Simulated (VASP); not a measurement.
# PtS2 (P-3m1) in VASP: a series of runs

One crystal, PtS2, is run at these levels: PBE, PBE+D3(BJ); tasks: G0W0 quasiparticle levels, equation of state.

Program: VASP 6.6.1. These are calculated values, not measurements. Logs are shortened: lines on timing, memory, paths and dates and some standing lists are left out, and cuts for length are marked.

### 1 Starting point

Symmetry: P-3m1, No. 164, trigonal system. Conventional cell: a = 3.543 Å, b = 3.543 Å, c = 5.039 Å, α = 90.00°, β = 90.00°, γ = 120.00°. Pt (site symmetry -3m) is surrounded by 6 S at 2.34 Å. Around S (site symmetry 3m) lie 3 Pt at 2.34 Å.

### 2 G0W0 quasiparticle levels, PBE

POSCAR

```
PtS2
1.0
    3.5432000000      0.0000000000      0.0000000000
   -1.7716000000      3.0685012107      0.0000000000
    0.0000000000      0.0000000000      5.0388000000
Pt S
1 2
Direct
    0.0000000000      0.0000000000      0.0000000000
    0.6666666667      0.3333333333      0.7730000000
    0.3333333333      0.6666666667      0.2270000000
```

INCAR.step1

```
PREC = Accurate ; ENCUT = 450
EDIFF = 1E-8 ; ISMEAR = 0
SIGMA = 0.01 ; LREAL = False
LASPH = True ; NELM = 100
ALGO = Normal ; LWAVE = True
LCHARG = False ; GGA = PE
```

INCAR.step2

```
PREC = Accurate ; ENCUT = 450
EDIFF = 1E-8 ; ISMEAR = 0
SIGMA = 0.01 ; LREAL = False
LASPH = True ; NELM = 1
ALGO = Exact ; LWAVE = True
LCHARG = False ; GGA = PE
NBANDS = 230 ; LOPTICS = True
ISTART = 1
```

INCAR.step3

```
PREC = Accurate ; ENCUT = 450
EDIFF = 1E-8 ; ISMEAR = 0
SIGMA = 0.01 ; LREAL = False
LASPH = True ; ALGO = EVGW0
LWAVE = False ; LCHARG = False
GGA = PE ; NELMGW = 1
NBANDS = 230 ; ENCUTGW = 150
NOMEGA = 48 ; PRECFOCK = Fast
ISTART = 1 ; NBANDSGW = 19
```

KPOINTS

```
regular mesh
0
Gamma
  3 3 2
```

Potentials or basis: VASP PAW PBE potentials, release 64 (Pt_GW, S_GW).

Command:

```
$ cat potpaw_PBE.64/Pt_GW/POTCAR potpaw_PBE.64/S_GW/POTCAR > POTCAR
$ cp INCAR.step1 INCAR
$ mpirun -np 1 vasp_std > vasp.out
$ cp INCAR.step2 INCAR
$ mpirun -np 1 vasp_std > vasp.out
$ cp INCAR.step3 INCAR
$ mpirun -np 1 vasp_std > vasp.out
```

OUTCAR:

```text
PREC = Accurate
   ENCUT = 450
   EDIFF = 1E-8
   ISMEAR = 0
   LREAL = False
   LASPH = True
   GGA = PE
   NELMGW = 1
   ENCUTGW = 150
   PRECFOCK = Fast
   ISTART = 1

 Found      6 irreducible k-points:

 Following reciprocal coordinates:
            Coordinates               Weight
  0.000000  0.000000  0.000000      1.000000
  0.333333 -0.000000  0.000000      6.000000
  0.333333  0.333333  0.000000      2.000000
  0.000000  0.000000  0.500000      1.000000
  0.333333 -0.000000  0.500000      6.000000
  0.333333  0.333333  0.500000      2.000000
   k-points           NKPTS =      6   k-points in BZ     NKDIM =     18   number of bands    NBANDS=    230
   number of dos      NEDOS =    301   number of ions     NIONS =      3
   total plane-waves  NPLWV =  28224
   dimension x,y,z NGX =    28 NGY =   28 NGZ =   36
   dimension x,y,z NGXF=    56 NGYF=   56 NGZF=   72
   ions per type =               1   2
   NGX,Y,Z   is equivalent  to a cutoff of  13.14, 13.14, 11.88 a.u.
   NGXF,Y,Z  is equivalent  to a cutoff of  26.28, 26.28, 23.76 a.u.
 SYSTEM =  unknown system
   PREC   = accura    normal or accurate (medium, high low for compatibility)
   ISTART =      1    job   : 0-new  1-cont  2-samecut
   ICHARG =      0    charge: 1-file 2-atom 10-const
   ISPIN  =      1    spin polarized calculation?
   LNONCOLLINEAR =      F non collinear calculations
   LSORBIT =      F    spin-orbit coupling
   LASPH  =      T    aspherical Exc in radial PAW
   ENCUT  =  450.0 eV  33.07 Ry    5.75 a.u.   6.13  6.13  8.72*2*pi/ulx,y,z
   NELM   =     60;   NELMIN=  2; NELMDL=  0     # of ELM steps
   EDIFF  = 0.1E-07   stopping-criterion for ELM
   LREAL  =      F    real-space projection
   EDIFFG = 0.1E-06   stopping-criterion for IOM
   NSW    =      0    number of steps for IOM
   IBRION =     -1    ionic relax: 0-MD 1-quasi-New 2-CG
   NFREE  =      0    steps in history (QN), initial steepest desc. (CG)
   ISIF   =      0    stress and relaxation
   ISYM   =      3    0-nonsym 1-usesym 2-fastsym
   POTIM  = 0.5000    time-step for ionic-motion
   TEBEG  =    0.0;   TEEND  =   0.0 temperature during run
   PSTRESS=    0.0 pullay stress
   NELECT =      22.0000    total number of electrons
   NUPDOWN=      -1.0000    fix difference up-down
   EMIN   =  10.00;   EMAX   =-10.00  energy-range for DOS
   EFERMI =   0.00;   METHOD = LEGACY
   ISMEAR =     0;   SIGMA  =   0.01  broadening in eV -4-tet -1-fermi 0-gaus
   EFERMI_NEDOS =   21; number of points for ismear=-14 and -15
   IALGO  =     38    algorithm
   IMIX   =      4    mixing-type and parameters
     AMIX     =   0.40;   BMIX     =  1.00
     AMIX_MAG =   1.60;   BMIX_MAG =  1.00
  volume/ion in A,a.u.               =      18.26       123.23
  Fermi-wavevector in a.u.,A,eV,Ry     =   1.207812  2.282434 19.848315  1.458810
  Thomas-Fermi vector in A             =   2.343439
   LORBIT       =      0    0 simple, 1 ext, 2 COOP (PROOUT), +10 PAW based schemes
   GGA     = PE    functional components
   LHFCALC =     T    Hartree Fock is set to
   PRECFOCK=fast      Normal, Fast or Accurate (Low or Medium for compatibility)
   ENCUT4O =  -1.0   cutoff for four orbital integrals eV
   NKREDX  =     1    reduce k-point grid by
   NKREDY  =     1    reduce k-point grid by
   NKREDZ  =     1    reduce k-point grid by
   AEXX    =    1.0000 exact exchange contribution
   HFSCREEN=    0.0000 screening length (either q_TF or 0.3 A-1)
   HFSCREENC=   0.0000 screening length for correlation (either q_TF or 0.3 A-1)
   ENCUTFOCK=  -1.0 apply spherical cutoff to Coloumb kernel
   IVDW    =     0    specifies the selected vdW correction
   LEPSILON=     F    determine dielectric tensor
   LRPA    =     F    only Hartree local field effects (RPA)
   LRPAFORCE           =     F    calculate RPA forces
   ENCUTGW             = 150.0    cutoff for response function in eV
   ENCUTGWSOFT         = 120.0    soft cutoff for Coulomb kernel in GW response function in eV
   ENCUTLF             =  -1.0    cutoff for local field effects
   NELMGW              =     1    number of iterations in solving QP/BSE equation
   NELMHF              =     1    number of iterations in the inner HF iteration
   NKREDLFX            =     1    NKREDLFY  =   1   NKREDLFZ  =   1
 non-spin polarized calculation
 Gauss-broadening in eV      SIGMA  =   0.01
  energy-cutoff  :      450.00
  volume of cell :       54.78
 maximum number of plane-waves:      1206
 NGX is ok and might be reduce to    28
  NGX = 14; NGY = 14; NGZ = 20
   NGX = 13   NGY = 13   NGZ = 17
 maximum number of plane-waves:       250
 NGX is ok and might be reduce to    14

 QP shifts <psi_nk| G(iteration)W_0 |psi_nk>: iteration 1
 for sc-GW calculations column KS-energies equals QP-energies in previous step
 and V_xc(KS)=  KS-energies - (<T + V_ion + V_H > + <T+V_H+V_ion>^1  + <V_x>^1)

 k-point   1 :       0.0000    0.0000    0.0000
  band No.  KS-energies  QP-energies   sigma(KS)   V_xc(KS)     V^pw_x(r,r')   Z            occupation Imag(sigma)

      1      -8.8583      -9.0980     -13.5342     -13.1655     -21.5013       0.6500       2.0000       1.4876
      2      -5.6146      -6.0630     -14.6753     -14.0187     -21.2108       0.6829       2.0000       0.9770
      3      -0.3200      -0.9131     -13.9827     -13.1494     -18.0534       0.7118       2.0000       0.4851
      4      -0.3200      -0.9131     -13.9827     -13.1494     -18.0534       0.7118       2.0000       0.4851
      5      -0.2003      -0.8552     -12.9110     -11.9905     -17.6611       0.7113       2.0000       0.7183
      6       2.7428       2.0394     -13.9129     -12.9259     -18.0349       0.7126       2.0000       0.2657
[... 11 lines left out ...]
     18      18.6470      18.9700     -11.2788     -11.6953      -5.1189       0.7756       0.0000      -0.4750
     19      19.2651      19.6209     -11.8959     -12.3676      -5.7558       0.7542       0.0000      -0.4630

 k-point   2 :       0.3333   -0.0000    0.0000
  band No.  KS-energies  QP-energies   sigma(KS)   V_xc(KS)     V^pw_x(r,r')   Z            occupation Imag(sigma)

      1      -7.5812      -7.9523     -14.0266     -13.4560     -21.3453       0.6503       2.0000       1.1927
      2      -6.2610      -6.6743     -14.6095     -13.9836     -21.4274       0.6603       2.0000       0.9931
      3      -0.0553      -0.7148     -13.4298     -12.5255     -17.7631       0.7293       2.0000       0.5533
      4       0.3857      -0.2068     -14.0569     -13.2407     -17.8005       0.7259       2.0000       0.4335
      5       1.1780       0.5541     -13.6719     -12.8228     -17.2469       0.7348       2.0000       0.4232
      6       1.2905       0.5936     -13.2631     -12.3145     -17.2889       0.7346       2.0000       0.4730
[... 11 lines left out ...]
     18      16.1436      16.4080     -11.2935     -11.6411      -5.5200       0.7606       0.0000      -0.3162
     19      17.8730      18.1102     -11.0250     -11.3349      -5.0558       0.7653       0.0000      -0.3966

 k-point   3 :       0.3333    0.3333    0.0000
  band No.  KS-energies  QP-energies   sigma(KS)   V_xc(KS)     V^pw_x(r,r')   Z            occupation Imag(sigma)

      1      -6.5819      -6.9902     -14.5129     -13.8876     -21.4458       0.6531       2.0000       1.0152
      2      -6.5819      -6.9902     -14.5129     -13.8876     -21.4458       0.6531       2.0000       1.0152
      3      -0.1189      -0.7660     -13.3700     -12.4914     -17.1599       0.7364       2.0000       0.5378
      4       0.3775      -0.2967     -13.4302     -12.5052     -17.4308       0.7288       2.0000       0.4547
      5       0.3775      -0.2967     -13.4302     -12.5052     -17.4308       0.7288       2.0000       0.4547
      6       2.1370       1.5274     -13.8230     -12.9846     -17.6023       0.7271       2.0000       0.4025
[... 11 lines left out ...]
     18      17.3449      17.6976     -11.2675     -11.7195      -5.0797       0.7802       0.0000      -0.5079
     19      17.7943      18.1525     -11.5947     -12.0568      -5.3302       0.7752       0.0000      -0.5040

 k-point   4 :       0.0000    0.0000    0.5000
  band No.  KS-energies  QP-energies   sigma(KS)   V_xc(KS)     V^pw_x(r,r')   Z            occupation Imag(sigma)

      1      -8.5791      -8.8375     -13.7385     -13.3381     -21.5096       0.6453       2.0000       1.3396
      2      -6.3063      -6.7651     -14.1293     -13.4435     -21.0323       0.6690       2.0000       1.1711
      3      -0.2998      -0.8942     -13.9898     -13.1581     -18.0522       0.7146       2.0000       0.4832
      4      -0.2998      -0.8942     -13.9898     -13.1581     -18.0522       0.7146       2.0000       0.4832
      5       1.0734       0.4380     -13.7262     -12.8393     -18.3097       0.7164       2.0000       0.5036
      6       2.7200       2.0165     -13.8931     -12.9030     -18.0279       0.7106       2.0000       0.2675
[... 11 lines left out ...]
     18      16.2883      16.1984      -9.3321      -9.2162      -3.9896       0.7754       0.0000      -0.2448
     19      17.8446      18.0311     -10.7935     -11.0409      -5.1094       0.7539       0.0000      -0.3150

 k-point   5 :       0.3333   -0.0000    0.5000
  band No.  KS-energies  QP-energies   sigma(KS)   V_xc(KS)     V^pw_x(r,r')   Z            occupation Imag(sigma)

      1      -7.3619      -7.7395     -14.2011     -13.6215     -21.3837       0.6515       2.0000       1.1037
      2      -6.5042      -6.9146     -14.4062     -13.7809     -21.3647       0.6564       2.0000       1.0683
      3      -0.3931      -1.0735     -13.1975     -12.2618     -17.6138       0.7271       2.0000       0.6123
      4       0.3379      -0.2543     -14.0234     -13.2054     -17.8062       0.7240       2.0000       0.4441
      5       0.6665       0.0327     -13.5146     -12.6546     -17.2438       0.7371       2.0000       0.5003
      6       2.1208       1.4380     -13.6797     -12.7321     -17.8248       0.7206       2.0000       0.3597
[... 11 lines left out ...]
     18      17.0657      17.4750     -11.8121     -12.3498      -5.8193       0.7613       0.0000      -0.4140
     19      18.1413      18.3887     -11.2210     -11.5430      -5.2774       0.7683       0.0000      -0.4054

 k-point   6 :       0.3333    0.3333    0.5000
  band No.  KS-energies  QP-energies   sigma(KS)   V_xc(KS)     V^pw_x(r,r')   Z            occupation Imag(sigma)

      1      -6.5646      -6.9688     -14.5284     -13.9108     -21.4620       0.6544       2.0000       1.0142
      2      -6.5646      -6.9688     -14.5284     -13.9108     -21.4620       0.6544       2.0000       1.0142
      3       0.1604      -0.5407     -13.2181     -12.2549     -17.2951       0.7278       2.0000       0.4797
      4       0.1604      -0.5407     -13.2181     -12.2549     -17.2951       0.7278       2.0000       0.4797
      5       0.2052      -0.4197     -13.6365     -12.7892     -17.2706       0.7375       2.0000       0.4844
      6       2.3307       1.7590     -14.0496     -13.2671     -17.4454       0.7306       2.0000       0.3558
[... 11 lines left out ...]
     18      17.2992      17.4891     -10.9036     -11.1543      -5.1629       0.7576       0.0000      -0.2949
     19      17.2992      17.4891     -10.9036     -11.1543      -5.1629       0.7576       0.0000      -0.2949
```

Wall time 84 s (1 thread of Intel Xeon Platinum 8559C (Emerald Rapids), shared host); peak memory 0.38 GiB.

The run converged, but some of its settings lie outside the range that counts as converged, so its numbers aren't taken as properties of the crystal.

What came out:

| Property | Result |
| --- | --- |
| Band gap on the k mesh, mean-field level | 1.18 eV, indirect (least direct gap 2.40 eV) |
| Quasiparticle gap | 1.73 eV |
| Least direct quasiparticle gap | 3.06 eV |

Caveat: the k mesh is coarse (spacing up to 0.68 Å⁻¹), so the values aren't converged; bands, screening cutoff and mesh are small and nothing is extrapolated, so the quasiparticle values aren't converged; spin-orbit coupling is left out, which moves the levels of the heavy elements; an odd mesh through Γ misses points on the zone boundary, where band edges often lie.

(Continued in part 2 of 2.)
